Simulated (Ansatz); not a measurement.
## 2H-MoS2 bilayer (AA) in a perpendicular field

What dipole does a perpendicular field induce in the 2H-MoS2 bilayer (AA), and does the gap follow? A positive field points along +c.

Main program and level: Ansatz 0.2.0; plane-wave DFT, r2SCAN-D4, Ansatz PAW, in the first sound run; inputs show where later runs differ.

## 1. The structure

The cell holds 6 atoms: 4 S and 2 Mo. Its edges and angles: a = 3.180 Å, b = 3.180 Å, c = 50.025 Å, α = 90.0°, β = 90.0°, γ = 120.0°. Regions: layer 1: 2H-MoS2, 3 atoms (2 S and 1 Mo); layer 2: 2H-MoS2, 3 atoms (2 S and 1 Mo). Vacuum lies along c.

## 2. Relaxing the slab

The starting cell is a guess, so the in-plane lattice and the atoms are relaxed first, with the slab cut off from its images along the normal.

input.yaml

```yaml
crystal:
  lattice:
    - [3.18, 0.0, 0.0]
    - [-1.59, 2.753960784, 0.0]
    - [0.0, 0.0, 50.0251954735]
  atoms:
    - { symbol: S, position: [0.3333333333, 0.6666666667, 0.4047960195] }
    - { symbol: Mo, position: [0.0, 0.0, 0.4374055646] }
    - { symbol: S, position: [0.3333333333, 0.6666666667, 0.4700151097] }
    - { symbol: S, position: [0.3333333333, 0.6666666667, 0.5299848903] }
    - { symbol: Mo, position: [0.0, 0.0, 0.5625944354] }
    - { symbol: S, position: [0.3333333333, 0.6666666667, 0.5952039805] }
  periodic: [true, true, false]
kpoints:
  mp_grid: { grid: [12, 12, 1] }
hamiltonian:
  xc: r2scan
  dispersion: d4
scf:
  occupations: { method: fermi_dirac, width: 0.05 }
  convergence: { dr2_threshold: 1.0e-09 }
relax:
  f_tol: 0.004
  max_steps: 90
  cell: {}
output:
  write_potential: true
  write_density: true
  volumetric_format: npy
```

The run is started by

```bash
> ansatz run input.yaml --threads 4 --pin off --max-ram 6144MiB --backend cpu --events-out ev --progress --plain --runs-dir out
```

Numbers of over 12 decimals in the logs are rounded to 6 here.

The log of the run:

```text
Warning: relax.cell: scf.convergence.dr2_threshold = 1e-9 eV is looser than the 1.57383960415e-10 eV advised for a relaxation that steers and ends on the stress (1e-10 eV for each atom of the cell: 6, times the square of relax.cell.stress_2d_tol = 0.05 N/m over 19.5 Å (the atoms' height at the walk's start and 5 Å past either face), 2.561e-2 GPa, over a crystal's default 0.05). What an SCF threshold leaves in a stress goes as its square root, and in the free energy as the threshold itself, and one threshold admits the most on a small cell: [figures from the program's tests cut] Set scf.convergence.dr2_threshold to 1.57383960415e-10 eV or tighter. [rest of the remark cut]
Engine: ansatz 0.2.0, x86_64-unknown-linux-gnu
Pseudopotentials: kind: paw
Pseudopotential: S, paw, valence charge 6, recommended cutoff 500 eV (meta_gga), S.paw.azcp
Pseudopotential: Mo, paw, valence charge 14, recommended cutoff 500 eV (meta_gga), Mo.paw.azcp
Functional definition: r2SCAN
  parameter k0 = 0.174
  parameter k1 = 0.065
  parameter a1 = 4.9479
  exchange = r2scan_x(k0 = k0, k1 = k1, a1 = a1)
  correlation = r2scan_c
Crystal: 6 atoms, lattice volume = 438.100 Å³
Basis set: ecut = 500 eV, 11109 PW (Γ), exchange–correlation on 96×96×1500 points (64 copies of the dense FFT grid, shifted against one another)
Bands: 32, of which v1, the nominal top of the filled ones, is band 26 counted from 1 (25 counted from 0)
Symmetry: 12 space group operations
Space group: P-6m2 (ITA 187), of the structure as read, at distance tolerance 7.6e-5 Å
k-points: 19 of 144 (time reversal used)
Non-local potential: S, projectors of the file, l = 0: 2, l = 1: 2, l = 2: 2
Non-local potential: Mo, projectors of the file, l = 0: 3, l = 1: 2, l = 2: 2, l = 3: 1
PAW form: soft (Blöchl's): semilocal exchange-correlation on the pseudo side does not see the compensation charge
PAW frozen core: S, regenerated for the run's functional (the file was generated under x = pbe(κ = 0.804, μ = 0.219515), c = pbe(β = 0.066725))
PAW frozen core: Mo, regenerated for the run's functional (the file was generated under x = pbe(κ = 0.804, μ = 0.219515), c = pbe(β = 0.066725))
PAW one-centre angular grid: S, 302 points (default); XC on 160 Gauss nodes
PAW one-centre angular grid: Mo, 590 points (default); XC on 160 Gauss nodes
Initial density: superposition of atomic densities (neutral atoms: chi_scale 0, normalization atom), corrected by the library's trained network
Initial wavefunctions: pseudopotential atomic-orbital guess
Functional: x = r2scan, c = r2scan; τ floored in thin density (d = 2e-4 eV/Å³)
SCF iter   1: F=—  HF=-13564.502266 eV  |F-HF|=—  |Δ(HF+E_count)|=         —  Δρ=5.63e-3  dr2=2.48e-1  dr2_τ=9.90e-2  ethr=1.77e-3  ⟨swp⟩=15.7  Hψ=4818  notcnv=0
preconditioner: auto → Resta (q_TF=auto, 1.913 Å⁻¹)  ε∞=2.8  [insulator: Δε(μ)=1.159 eV  Ē_g=7.941 eV  σ=0.050 eV  W_gap=1.00  n_scr=30 (ndim 8)  ℏωp=10.6 eV  f_vac=0.734  D(μ)=0.00/eV (n_scr^D=0)  ε∞_Penn≈2.8  vacuum switching on, ρ_ref=4.6e-3 e/Å³]
SCF iter   2: F=—  HF=-13564.601522 eV  |F-HF|=—  |Δ(HF+E_count)|=   9.93e-2  Δρ=4.53e-3  dr2=2.59e-1  dr2_τ=2.35e-2  ethr=4.76e-4  ⟨swp⟩=4.9  Hψ=1734  notcnv=0  defer=10
SCF iter   3: F=—  HF=-13564.572695 eV  |F-HF|=—  |Δ(HF+E_count)|=   2.88e-2  Δρ=2.05e-3  dr2=7.11e-3  dr2_τ=4.89e-4  ethr=4.76e-4  ⟨swp⟩=2.5  Hψ=986  notcnv=0  defer=10
SCF iter   4: F=—  HF=-13564.582452 eV  |F-HF|=—  |Δ(HF+E_count)|=   9.76e-3  Δρ=1.04e-3  dr2=1.61e-2  dr2_τ=9.76e-4  ethr=1.37e-5  ⟨swp⟩=3.2  Hψ=1422  notcnv=0  defer=10
SCF iter   5: F=—  HF=-13564.581330 eV  |F-HF|=—  |Δ(HF+E_count)|=   1.12e-3  Δρ=2.69e-4  dr2=1.14e-3  dr2_τ=1.17e-4  ethr=1.37e-5  ⟨swp⟩=2.8  Hψ=1047  notcnv=0  defer=10
SCF iter   6: F=—  HF=-13564.581294 eV  |F-HF|=—  |Δ(HF+E_count)|=   3.61e-5  Δρ=6.60e-5  dr2=1.51e-5  dr2_τ=2.68e-6  ethr=2.19e-6  ⟨swp⟩=3.4  Hψ=1289  notcnv=0  defer=10
SCF iter   7: F=—  HF=-13564.581310 eV  |F-HF|=—  |Δ(HF+E_count)|=   1.68e-5  Δρ=2.09e-5  dr2=1.72e-6  dr2_τ=3.50e-7  ethr=2.89e-8  ⟨swp⟩=3.4  Hψ=1453  notcnv=0  defer=10
SCF iter   8: F=—  HF=-13564.581257 eV  |F-HF|=—  |Δ(HF+E_count)|=   5.31e-5  Δρ=6.00e-6  dr2=1.88e-7  dr2_τ=6.81e-9  ethr=3.32e-9  ⟨swp⟩=3.6  Hψ=1480  notcnv=0  defer=10
SCF iter   9: F=—  HF=-13564.581258 eV  |F-HF|=—  |Δ(HF+E_count)|=   4.07e-7  Δρ=1.45e-6  dr2=1.37e-8  dr2_τ=1.29e-9  ethr=3.62e-10  ⟨swp⟩=3.6  Hψ=1438  notcnv=0  defer=10
SCF iter  10: F=—  HF=-13564.581258 eV  |F-HF|=—  |Δ(HF+E_count)|=   3.61e-8  Δρ=4.22e-7  dr2=1.42e-9  dr2_τ=1.71e-10  ethr=2.64e-11  ⟨swp⟩=3.8  Hψ=1542  notcnv=0  defer=10
SCF iter  11: F=-13564.581258 eV  HF=-13564.581258 eV  |F-HF|=6.11e-10  |Δ(HF+E_count)|=   1.94e-9  Δρ=1.02e-7  dr2=1.77e-10  dr2_τ=6.60e-12  ethr=1.92e-12  ⟨swp⟩=12.4  Hψ=5087  notcnv=0
SCF 1 converged in 11 iterations: F = -13564.581258 eV  dr2 = 1.77e-10
  greatest PAW one-centre occupation: 0.996 electrons in one spin orbital (limit 2), on the Mo atom at site 4 (counted from 0), in its partial waves of l = 0
relax step   1: F+E_penalty+E_count = -13564.58125783 eV  Δ(F+E_penalty+E_count) = +0.000e0 eV  max|allowed force component| = 2.001e0 eV/Å  Δτ_max = 0.0000 Å  P = -5.665 N/m  Ω = 438.100 Å³  fix = [c, alpha, beta]  reactions: c +0.000 N/m  (11 SCF iters, accepted)
Crystal: 6 atoms, lattice volume = 442.230 Å³
Basis set: ecut = 500 eV, 11181 PW (Γ), exchange–correlation on 96×96×1500 points (64 copies of the dense FFT grid, shifted against one another)
Initial density: handed on by an earlier stage of this run
Initial wavefunctions: those handed on with the density
iter 1 solved again at ethr=2.93e-4 eV; its pass at ethr=3.10e-3 eV (dr2=1.53e-1 eV) is discarded
SCF iter   1: F=—  HF=-13564.302369 eV  |F-HF|=—  |Δ(HF+E_count)|=         —  Δρ=6.21e-3  dr2=1.65e-1  dr2_τ=1.01e0  ethr=2.93e-4  ⟨swp⟩=4.6  Hψ=5541  notcnv=0
preconditioner: auto → Resta (q_TF=auto, 1.910 Å⁻¹)  ε∞=2.7  [insulator: Δε(μ)=0.792 eV  Ē_g=8.209 eV  σ=0.050 eV  W_gap=1.00  n_scr=30 (ndim 8)  ℏωp=10.6 eV  f_vac=0.737  D(μ)=0.00/eV (n_scr^D=0)  ε∞_Penn≈2.7  vacuum switching on, ρ_ref=4.9e-3 e/Å³]
SCF iter   2: F=—  HF=-13564.867476 eV  |F-HF|=—  |Δ(HF+E_count)|=   5.65e-1  Δρ=3.87e-3  dr2=7.63e-2  dr2_τ=9.85e-3  ethr=2.93e-4  ⟨swp⟩=3.6  Hψ=1336  notcnv=0  defer=3
SCF iter   3: F=—  HF=-13564.865364 eV  |F-HF|=—  |Δ(HF+E_count)|=   2.11e-3  Δρ=2.42e-3  dr2=2.82e-2  dr2_τ=3.00e-3  ethr=1.47e-4  ⟨swp⟩=3.3  Hψ=1348  notcnv=0  defer=3
SCF iter   4: F=—  HF=-13564.866053 eV  |F-HF|=—  |Δ(HF+E_count)|=   6.89e-4  Δρ=3.72e-4  dr2=5.45e-4  dr2_τ=1.49e-4  ethr=5.42e-5  ⟨swp⟩=3.1  Hψ=1376  notcnv=0  defer=7
[...]
SCF iter   8: F=—  HF=-13564.967552 eV  |F-HF|=—  |Δ(HF+E_count)|=   8.13e-6  Δρ=3.18e-5  dr2=5.26e-6  dr2_τ=3.99e-7  ethr=5.50e-8  ⟨swp⟩=3.7  Hψ=1471  notcnv=0  defer=3
SCF iter   9: F=—  HF=-13564.967552 eV  |F-HF|=—  |Δ(HF+E_count)|=   2.56e-7  Δρ=7.18e-6  dr2=4.17e-7  dr2_τ=1.51e-8  ethr=1.01e-8  ⟨swp⟩=3.4  Hψ=1308  notcnv=0  defer=3
SCF iter  10: F=—  HF=-13564.967499 eV  |F-HF|=—  |Δ(HF+E_count)|=   5.29e-5  Δρ=1.61e-6  dr2=1.68e-8  dr2_τ=1.11e-9  ethr=8.01e-10  ⟨swp⟩=3.4  Hψ=1283  notcnv=0  defer=3
SCF iter  11: F=—  HF=-13564.967499 eV  |F-HF|=—  |Δ(HF+E_count)|=   2.71e-8  Δρ=4.64e-7  dr2=1.45e-9  dr2_τ=8.17e-11  ethr=3.24e-11  ⟨swp⟩=3.3  Hψ=1472  notcnv=0  defer=3
SCF iter  12: F=-13564.967499 eV  HF=-13564.967499 eV  |F-HF|=6.37e-11  |Δ(HF+E_count)|=   1.96e-9  Δρ=1.85e-7  dr2=3.55e-10  dr2_τ=2.29e-11  ethr=1.92e-12  ⟨swp⟩=12.9  Hψ=5347  notcnv=0
SCF 3 converged in 12 iterations: F = -13564.967499 eV  dr2 = 3.55e-10
relax step   3: F+E_penalty+E_count = -13564.96749907 eV  Δ(F+E_penalty+E_count) = -1.013e-1 eV  max|allowed force component| = 2.119e-1 eV/Å  Δτ_max = 0.1938 Å  P = -1.780 N/m  Ω = 439.032 Å³  energy of the carried Pulay correction = -5.593e-5 eV  fix = [c, alpha, beta]  reactions: c +0.000 N/m  (12 SCF iters, accepted)
[...]
relax step   4: F+E_penalty+E_count = -13564.97738987 eV  Δ(F+E_penalty+E_count) = -9.891e-3 eV  max|allowed force component| = 4.097e-2 eV/Å  Δτ_max = 0.0720 Å  P = -0.551 N/m  Ω = 437.655 Å³  energy of the carried Pulay correction = +2.682e-5 eV  fix = [c, alpha, beta]  reactions: c +0.000 N/m  (11 SCF iters, accepted)
[...]
relax step   5: F+E_penalty+E_count = -13564.97810547 eV  Δ(F+E_penalty+E_count) = -7.156e-4 eV  max|allowed force component| = 1.830e-2 eV/Å  Δτ_max = 0.0154 Å  P = -0.097 N/m  Ω = 436.576 Å³  energy of the carried Pulay correction = +9.182e-5 eV  fix = [c, alpha, beta]  reactions: c +0.000 N/m  (10 SCF iters, accepted)
[...]
relax step   6: F+E_penalty+E_count = -13564.97816369 eV  Δ(F+E_penalty+E_count) = -5.822e-5 eV  max|allowed force component| = 7.853e-4 eV/Å  Δτ_max = 0.0036 Å  P = -0.002 N/m  Ω = 436.299 Å³  energy of the carried Pulay correction = +1.085e-4 eV  fix = [c, alpha, beta]  reactions: c +0.000 N/m  (9 SCF iters, accepted)
Initial wavefunctions: pseudopotential atomic-orbital guess (no wavefunctions were taken with the density)
iter 1 solved again at ethr=7.13e-8 eV; its pass at ethr=3.10e-3 eV (dr2=3.71e-5 eV) is discarded
SCF iter   1: F=—  HF=-13564.978106 eV  |F-HF|=—  |Δ(HF+E_count)|=         —  Δρ=4.24e-6  dr2=1.13e-8  dr2_τ=7.70e-8  ethr=7.13e-8  ⟨swp⟩=6.7  Hψ=8178  notcnv=0
preconditioner: auto → Resta (q_TF=auto, 1.914 Å⁻¹)  ε∞=2.7  [insulator: Δε(μ)=1.502 eV  Ē_g=8.158 eV  σ=0.050 eV  W_gap=1.00  n_scr=30 (ndim 8)  ℏωp=10.7 eV  f_vac=0.726  D(μ)=0.00/eV (n_scr^D=0)  ε∞_Penn≈2.7  vacuum switching on, ρ_ref=4.8e-3 e/Å³]
SCF iter   2: F=—  HF=-13564.978054 eV  |F-HF|=—  |Δ(HF+E_count)|=   5.24e-5  Δρ=1.98e-6  dr2=5.59e-9  dr2_τ=2.50e-9  ethr=2.18e-11  ⟨swp⟩=5.8  Hψ=2446  notcnv=0
SCF iter   3: F=—  HF=-13564.978054 eV  |F-HF|=—  |Δ(HF+E_count)|=   3.66e-9  Δρ=1.08e-6  dr2=4.01e-9  dr2_τ=1.07e-9  ethr=1.07e-11  ⟨swp⟩=3.0  Hψ=1073  notcnv=0
SCF iter   4: F=-13564.978054 eV  HF=-13564.978054 eV  |F-HF|=5.20e-10  |Δ(HF+E_count)|=  5.13e-10  Δρ=3.75e-7  dr2=1.60e-10  dr2_τ=1.23e-10  ethr=1.92e-12  ⟨swp⟩=12.9  Hψ=5699  notcnv=0
SCF 7 converged in 4 iterations: F = -13564.978054 eV  dr2 = 1.60e-10
relax step   7: F+E_penalty+E_count = -13564.97805369 eV  Δ(F+E_penalty+E_count) = +1.100e-4 eV  max|allowed force component| = 7.922e-4 eV/Å  Δτ_max = 0.0000 Å  P = -0.002 N/m  Ω = 436.299 Å³  fix = [c, alpha, beta]  reactions: c +0.000 N/m  stress off target by 2.26e-3 N/m on what of the cell is left free  SCF on the basis re-selected at this cell (its energy is not comparable with the rows above)  (4 SCF iters)
basis re-selected at this cell: Δ(F+E_penalty+E_count) = +1.100e-4 eV, ΔP = -0.001 N/m vs the last step (what re-selecting the basis moved, of the pressure what is left beyond the Pulay correction that the steps carried, after the strain that the cell walked since its last selection, with what the two solves' SCF thresholds leave and, on support functions, any second-order correction that the steps lacked; it is no m [...]
WARN: The output density's exchange-correlation potential varies sharply where the density is thin. Do not read a vacuum level from v_tot or v_xc, or from such a field of the output density. On a cell that repeats whose density bears no net charge and no dipole along the vacuum's axis use v_es (v_loc + v_h of the components); under efield.dipole_correction with no amplitude use v_es + v_field, which holds any externa [...]
SCF converged after 4 iterations
Free energy (F): -13564.978054 eV
Harris-Foulkes:  -13564.978054 eV  (|F-HF|=5.20e-10)
Internal energy: -13564.978054 eV  (E = F + TS)
E sigma→0 (E₀):  -13564.978054 eV
Entropy (-TS):   -0.000000 eV (-0.000 meV/atom)
Fermi energy:    -5.151802 eV
--- Per-component energies (eV) ---
  E_band       = -1195.665294
  E_kinetic    = 1309.389717
  E_local      = -238587.981185  (includes V_loc(G=0)·N_el)
  E_nonlocal   = 396.851000
  E_hartree    = 118417.278746
  E_xc         = -724.999547
  E_vxc        = -892.031992  (∫ρ·V_xc dr)
  E_paw        = -8871.671614  (= ΣΔE_a)
  E_vpaw       = -308.288497  (= ΣTr[D̂ρ^β])
  E_aug_tail   = 0.000017  (compensation charges beyond the density's cutoff)
  E_vtau       = 51.838207  (kinetic-family band-sum trace: ∫τ·v_τ [+ j·A + Jᵃ·Aᵃ] dr)
  E_ewald      = 114497.769013
  E_disp       = -0.732727  (pairwise vdW)
  E_core_change = -0.881474  (= ΣΔE_core)
  E_smearing   = -0.000000  (= −TS)
  E_closure    = 0.000000  (closes the sum)
  Σ components = -13564.978054   (vs F -13564.978054, Δ=0.00e0)
--- Forces (eV/Å), atoms counted from 1 ---
  atom   1  S      0.00000000    -0.00000000     0.00008436
  atom   2  Mo    -0.00000000    -0.00000000    -0.00079224
  atom   3  S     -0.00000000    -0.00000000    -0.00018244
  atom   4  S     -0.00000000    -0.00000000     0.00018244
  atom   5  Mo    -0.00000000    -0.00000000     0.00079224
  atom   6  S      0.00000000    -0.00000000    -0.00008436
  max |Σ_I F_I| component: 1.62e-16 eV/Å
--- 2D stress c σ (N/m, compression-positive) ---
       -0.002256       0.000000       0.000000
        0.000000      -0.002256       0.000000
        0.000000       0.000000       0.000000
  P = ½ c Tr σ = -0.0023 N/m
--- Band table (eV; the first three rows and the last of 19) ---
  k-point 0: bands = [... 22 lower, -7.7920, -7.7521, -6.2787, -5.8861, -3.1990, -3.1990, -3.1760, -3.1760, ... 2 higher]
  k-point 1: bands = [... 22 lower, -7.5619, -7.2695, -6.3156, -5.9714, -3.3359, -3.2872, -3.2390, -3.1376, ... 2 higher]
  k-point 2: bands = [... 22 lower, -7.4884, -7.1496, -6.5162, -6.2981, -3.7658, -3.5413, -3.3658, -3.3559, ... 2 higher]
  k-point 18: bands = [... 22 lower, -8.5761, -8.2920, -6.1965, -6.1707, -4.3842, -4.3812, -2.9726, -2.7512, ... 2 higher]
  the weakly bound empty levels are not read free of the cell's end (no_gap_told)
--- Relaxed structure (6 steps of the walk, 6 accepted, 1 SCFs on fresh bases) ---
  F+E_penalty+E_count = -13564.97805369 eV   max|allowed force component| = 7.922e-4 eV/Å   (the final SCF, on the basis selected at the relaxed cell)
  cell:  # Å, volume = 436.2992 Å³
    - [3.173456, 0, 0.0]
    - [-1.586728, 2.748294, 0.0]
    - [0.0, 0.0, 50.0251954735]
  atoms:
    - { symbol: S, position: [0.333333, 0.666667, 0.400628] }
    - { symbol: Mo, position: [0, -2.878355989888597e-17, 0.431695] }
    - { symbol: S, position: [0.333333, 0.666667, 0.462752] }
    - { symbol: S, position: [0.333333, 0.666667, 0.537248] }
    - { symbol: Mo, position: [0, -2.878355989888597e-17, 0.568305] }
    - { symbol: S, position: [0.333333, 0.666667, 0.599372] }
```

Elapsed: 80 s, on 4 threads of Intel Xeon 6975P-C (Granite Rapids), shared host; peak memory 1.5 GiB.

The steps of the relaxation:

```
step  energy less that of the first step (eV)  largest force component (eV/Å)  volume (Å³)
   1                                   0.0000                          2.0010       438.10
   2                                  -0.2849                          0.8529       442.23
   3                                  -0.3862                          0.2119       439.03
   4                                  -0.3961                          0.0410       437.65
   5                                  -0.3968                          0.0183       436.58
   6                                  -0.3969                          0.0008       436.30
  7*                                  -0.3968                          0.0008       436.30
```

Relaxation steps marked * repeat the geometry before them on a plane-wave basis chosen anew for their cell, so energy and pressure can jump there.

Forces are held to the 12 operations that the run works with; a distortion that breaks them can't arise in this run.

```
cell as run  before  after  change
      a (Å)   3.180  3.173  -0.2 %
      b (Å)   3.180  3.173  -0.2 %
```

The atoms that moved most (Å, along periodic axes as changes of fractional coordinates times the final cell, across vacuum about the mean position):

```
atom     dx     dy      dz  length
  S3  0.000  0.000  -0.363   0.363
  S4  0.000  0.000   0.363   0.363
 Mo5  0.000  0.000   0.286   0.286
 Mo2  0.000  0.000  -0.286   0.286
  S6  0.000  0.000   0.208   0.208
  S1  0.000  0.000  -0.208   0.208
```

The relaxed structure:

```cif
data_structure
_symmetry_space_group_name_H-M 'P 1'
_symmetry_Int_Tables_number 1
_cell_length_a 3.1735
_cell_length_b 3.1735
_cell_length_c 50.0252
_cell_angle_alpha 90.000
_cell_angle_beta 90.000
_cell_angle_gamma 120.000
_cell_volume 436.30
loop_
_atom_site_label
_atom_site_type_symbol
_atom_site_fract_x
_atom_site_fract_y
_atom_site_fract_z
_atom_site_occupancy
S1 S 0.33333 0.66667 0.40063 1
Mo2 Mo 0.00000 0.00000 0.43169 1
S3 S 0.33333 0.66667 0.46275 1
S4 S 0.33333 0.66667 0.53725 1
Mo5 Mo 0.00000 0.00000 0.56831 1
S6 S 0.33333 0.66667 0.59937 1
```

The lattice constant a goes from 3.180 to 3.173 Å.

(Continued in part 2 of 5.)

[Logs are printed without paths, hosts, clocks, repeated set-up lines and the standing remarks that a program may print on its own settings, such as how far it seeks lower states.]

[Hosts, paths, dates, database ids (printed as entryN), source tags and the programs' standing remarks are cut or masked in the printed files.]

[Maps of the electrostatic potential energy from Ansatz leave out the sawtooth potential of an applied field or a dipole correction, so their vacuum need not be flat; planar profiles and work functions include it.]
